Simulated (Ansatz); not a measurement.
The cell is COD entry 1540221, as deposited and not checked against the literature; nothing was relaxed.

An input for Yb and the output that it gave: DFT, PBE, all-electron LAPW, scalar-relativistic (Ansatz 0.2.0).

```yaml
crystal:
  lattice:
    - [3.8798991495, 0.0, 0.0]
    - [-1.9399495748, 3.3600912276, 0.0]
    - [0.0, 0.0, 6.3859]
  atoms:
    - { symbol: Yb, position: [0.3333333333, 0.6666666667, 0.25] }
    - { symbol: Yb, position: [0.6666666667, 0.3333333333, 0.75] }
kpoints:
  mp_grid: { grid: [11, 11, 6] }
  band_path:
    path:
      - [0.0, 0.0, 0.0]
      - [0.5, 0.0, 0.0]
      - [0.3333333333, 0.3333333333, 0.0]
      - [0.0, 0.0, 0.0]
      - [0.0, 0.0, 0.5]
      - [0.5, 0.0, 0.5]
      - [0.3333333333, 0.3333333333, 0.5]
      - [0.0, 0.0, 0.5]
      - [0.5, 0.0, 0.5]
    npoints: 8
scf:
  occupations: { method: fermi_dirac, width: 0.03 }
hamiltonian:
  xc: pbe
  pseudopotentials: { kind: all_electron, lapw: { basis_error: 0.0005 } }
output:
  forces: true
  stress: true
  eigenvalues: true
  populations: true
  dos: { projected: true, de: 0.2, e_range: [-14, 8] }
```

The log:

```
Yb: projections on atomic orbitals take those of the free atom 1s2 2s2 2p6 3s2 3p6 3d10 4s2 4p6 4d10 4f14 5s2 5p6 5d0 6s2, of charge +0.00 (hamiltonian.pseudopotentials.projection_atoms)
LAPW: plane waves up to 6.929 Å⁻¹, error target 5.0e-4 eV per atom; small_component_spin mean_spin; Yb in spheres of 1.940 Å, 34 of its electrons in bands, Dirac shells []
Engine: ansatz 0.2.0
Pseudopotentials: kind: all_electron
Pseudopotential: Yb, LAPW, valence charge 34, Koelling and Harmon's equation, gaussian nucleus
Functional definition: PBE
  parameter kappa = 0.804
  parameter beta = 0.06672455060314922
  exchange = pbe_x(kappa = kappa, mu = beta*pi^2/3)
  correlation = pbe_c(beta = beta)
Crystal: 2 atoms, lattice volume = 83.252 Å³
Basis set: ecut = 182.92687862647978 eV, 465 PW (Γ), exchange–correlation at level 2
Bands: 41, of which v1, the nominal top of the filled ones, is band 34 counted from 1 (33 counted from 0)
Symmetry: 24 space group operations
Space group: P63/mmc (ITA 194), of the structure as read, at distance tolerance 4.4e-5 Å
k-points: 64 of 726
Non-local potential: Yb, projectors of the file, none
Initial density: superposition of atomic densities (chi_scale 0.1, normalization cell)
Initial wavefunctions: plane waves of lowest kinetic energy (no species holds an atomic orbital)
Functional: x = pbe(κ = 0.804, μ = 0.2195149727645171), c = pbe(β = 0.06672455060314922)
iter 1 solved again at ethr=1.38e-3 eV; its pass at ethr=1.00e-1 eV (dr2=9.37e-1 eV) is discarded
SCF iter   1: F=—  HF=-765089.449154 eV  |F-HF|=—  |Δ(HF+E_count)|=         —  Δρ=3.20e-2  dr2=9.39e-1  ethr=1.38e-3  ⟨swp⟩=2.0  Hψ=16251  notcnv=0
preconditioner: auto → LDOS  [metal: Δε(μ)=0.004 eV  Ē_g=8.442 eV  σ=0.030 eV  W_gap=0.03  n_scr=22 (ndim 8)  ℏωp=27.0 eV  f_vac=0.026  D(μ)=67.67/eV (n_scr^D=2538)  β→1.0]
SCF iter   2: F=—  HF=-765101.524522 eV  |F-HF|=—  |Δ(HF+E_count)|=    1.21e1  Δρ=5.05e-2  dr2=1.70e0  ethr=1.38e-3  ⟨swp⟩=3.0  Hψ=8577  notcnv=0  defer=1
SCF iter   3: F=—  HF=-765095.761692 eV  |F-HF|=—  |Δ(HF+E_count)|=    5.76e0  Δρ=2.24e-2  dr2=3.59e-1  ethr=1.38e-3  ⟨swp⟩=3.0  Hψ=8545  notcnv=0
iter 4 solved again at ethr=4.07e-5 eV; its pass at ethr=5.28e-4 eV (dr2=2.77e-2 eV) is discarded
SCF iter   4: F=—  HF=-765088.879613 eV  |F-HF|=—  |Δ(HF+E_count)|=    6.88e0  Δρ=5.78e-3  dr2=2.77e-2  ethr=4.07e-5  ⟨swp⟩=2.0  Hψ=13951  notcnv=0
SCF iter   5: F=—  HF=-765086.921750 eV  |F-HF|=—  |Δ(HF+E_count)|=    1.96e0  Δρ=5.52e-3  dr2=2.48e-2  ethr=4.07e-5  ⟨swp⟩=3.0  Hψ=9255  notcnv=0
SCF iter   6: F=—  HF=-765086.368551 eV  |F-HF|=—  |Δ(HF+E_count)|=   5.53e-1  Δρ=3.23e-3  dr2=8.74e-3  ethr=3.65e-5  ⟨swp⟩=2.6  Hψ=8073  notcnv=0
SCF iter   7: F=—  HF=-765086.306837 eV  |F-HF|=—  |Δ(HF+E_count)|=   6.17e-2  Δρ=4.82e-3  dr2=2.41e-2  ethr=1.29e-5  ⟨swp⟩=3.0  Hψ=9466  notcnv=0
SCF iter   8: F=—  HF=-765086.226353 eV  |F-HF|=—  |Δ(HF+E_count)|=   8.05e-2  Δρ=8.23e-4  dr2=6.13e-4  ethr=1.29e-5  ⟨swp⟩=2.0  Hψ=7614  notcnv=0
SCF iter   9: F=—  HF=-765086.220721 eV  |F-HF|=—  |Δ(HF+E_count)|=   5.63e-3  Δρ=3.86e-4  dr2=1.93e-4  ethr=9.01e-7  ⟨swp⟩=2.3  Hψ=8256  notcnv=0
SCF iter  10: F=—  HF=-765086.221210 eV  |F-HF|=—  |Δ(HF+E_count)|=   4.89e-4  Δρ=3.64e-4  dr2=1.39e-4  ethr=2.84e-7  ⟨swp⟩=2.0  Hψ=8225  notcnv=0
SCF iter  11: F=—  HF=-765086.220387 eV  |F-HF|=—  |Δ(HF+E_count)|=   8.23e-4  Δρ=1.15e-4  dr2=1.30e-5  ethr=2.05e-7  ⟨swp⟩=2.0  Hψ=8225  notcnv=0
SCF iter  12: F=—  HF=-765086.220290 eV  |F-HF|=—  |Δ(HF+E_count)|=   9.71e-5  Δρ=2.46e-6  dr2=4.01e-9  ethr=1.91e-8  ⟨swp⟩=2.1  Hψ=8230  notcnv=0
SCF iter  13: F=—  HF=-765086.220291 eV  |F-HF|=—  |Δ(HF+E_count)|=   1.27e-6  Δρ=1.37e-5  dr2=1.85e-7  ethr=5.90e-12  ⟨swp⟩=3.2  Hψ=9527  notcnv=0
SCF iter  14: F=—  HF=-765086.220290 eV  |F-HF|=—  |Δ(HF+E_count)|=   1.28e-6  Δρ=1.68e-6  dr2=2.83e-9  ethr=5.90e-12  ⟨swp⟩=3.0  Hψ=9376  notcnv=0
SCF iter  15: F=-765086.220290 eV  HF=-765086.220290 eV  |F-HF|=3.14e-9  |Δ(HF+E_count)|=   2.01e-8  Δρ=2.47e-7  dr2=6.03e-11  ethr=4.77e-12 (applied; sched 4.15e-12)  ⟨swp⟩=2.0  Hψ=8226  notcnv=0
SCF 1 converged in 15 iterations: F = -765086.220290 eV  dr2 = 6.03e-11
NSCF: frozen V_eff on 65 k-points
SCF converged after 15 iterations
Free energy (F): -765086.220290 eV
Harris-Foulkes:  -765086.220290 eV  (|F-HF|=3.14e-9)
Internal energy: -765086.212780 eV  (E = F + TS)
E sigma→0 (E₀):  -765086.216535 eV
Entropy (-TS):   -0.007510 eV (-3.755 meV/atom)
Fermi energy:    10.012575 eV
--- Per-component energies (eV) ---
  E_band       = -3334.526365
  E_kinetic    = 846012.611070
  E_xc         = -16005.114353
  E_electrostatic = -1595093.709497  (all electrons and nuclei)
  E_smearing   = -0.007510  (= −TS)
  E_closure    = 0.000000  (closes the sum)
  E_atoms      = -765082.888419  (free atoms, spherical and without spin; not in F)
  Σ components = -765086.220290   (vs F -765086.220290, Δ=0.00e0)
  Basis errors (estimates in eV, not in F): energy 1.7e-5 per atom: plane waves 6.9e-6 (5.3e-6 summed), levels above the bands 2.9e-55, relativity 2.8e-8, radial functions 9.6e-6, core shells 6.7e-10; eigenvalues (radial functions only) 2.6e-7; not estimated: angular momenta, meshes, grids; target (lapw.basis_error) 5.0e-4; muffin-tin radii Yb 1.940 Å
--- Forces (eV/Å), atoms counted from 1 ---
  atom   1  Yb     0.00000000    -0.00000000     0.00000000
  atom   2  Yb    -0.00000000     0.00000000    -0.00000000
  max |Σ_I F_I| component: 0.00e0 eV/Å
--- Stress (GPa, compression-positive) ---
       -2.164947      -0.000000      -0.000000
       -0.000000      -2.164947       0.000000
       -0.000000       0.000000      -2.118366
  P = ⅓ Tr σ = -2.1494 GPa (-21.494 kbar)
--- Band table (eV; the first three rows and the last of 64) ---
  k-point 0: bands = ["-165.1362", "-165.1362", "-165.1248", "-165.1248", "-165.1248", "-165.1248", "-165.1225", "-165.1225", "-165.1225", "-165.1225", "-41.6832", "-41.6754", "-14.1899", "-14.0139", "-14.0139", "-13.9881", "-13.9862", "-13.9862", "5.1609", "8.2538", "9.5936", "9.6097", "9.6150", "9.6268", "9.6668", "9.6668", "9.6715", "9.6715", "9.6844", "9.6844", "9.7102", "9.7102", "9.7292", "9.7318", "10.0955", "12.6737", "12.7307", "12.7307", "13.2258", "13.2258", "13.9058"]
  k-point 1: bands = ["-165.1362", "-165.1362", "-165.1248", "-165.1248", "-165.1248", "-165.1248", "-165.1225", "-165.1225", "-165.1225", "-165.1225", "-41.6826", "-41.6759", "-14.1767", "-14.0121", "-14.0121", "-14.0020", "-13.9880", "-13.9880", "5.2987", "7.8613", "9.5968", "9.6029", "9.6243", "9.6449", "9.6576", "9.6576", "9.6757", "9.6757", "9.6853", "9.6853", "9.7165", "9.7165", "9.7294", "9.7316", "10.3589", "12.5009", "12.6844", "12.6844", "13.1216", "13.1216", "14.1054"]
  k-point 2: bands = ["-165.1362", "-165.1362", "-165.1248", "-165.1248", "-165.1248", "-165.1248", "-165.1225", "-165.1225", "-165.1225", "-165.1225", "-41.6812", "-41.6773", "-14.1405", "-14.0396", "-14.0070", "-14.0070", "-13.9931", "-13.9931", "5.6996", "7.0948", "9.5955", "9.5973", "9.6366", "9.6524", "9.6527", "9.6527", "9.6629", "9.6629", "9.7026", "9.7026", "9.7213", "9.7213", "9.7299", "9.7311", "10.8884", "12.0534", "12.6488", "12.6488", "12.9055", "12.9055", "14.5672"]
  k-point 63: bands = ["-165.1362", "-165.1362", "-165.1248", "-165.1248", "-165.1248", "-165.1248", "-165.1225", "-165.1225", "-165.1225", "-165.1225", "-41.6730", "-41.6730", "-14.1557", "-14.1557", "-14.1050", "-14.1050", "-14.0277", "-14.0277", "9.4680", "9.4680", "9.6190", "9.6190", "9.6454", "9.6454", "9.6520", "9.6520", "9.6620", "9.6620", "9.6730", "9.6730", "9.7103", "9.7103", "9.9072", "9.9072", "10.3526", "10.3526", "10.6885", "10.6885", "13.3757", "13.3757", "15.0018"]
--- Löwdin populations: 2 sites ---
  site symbol       q [e]
     0     Yb     69.9568
     1     Yb     69.9568
  spilling = 0.000617 (of n_electrons = 140.000000)
```

Where the f shell is localised, expect the real compound to differ from this run without U.
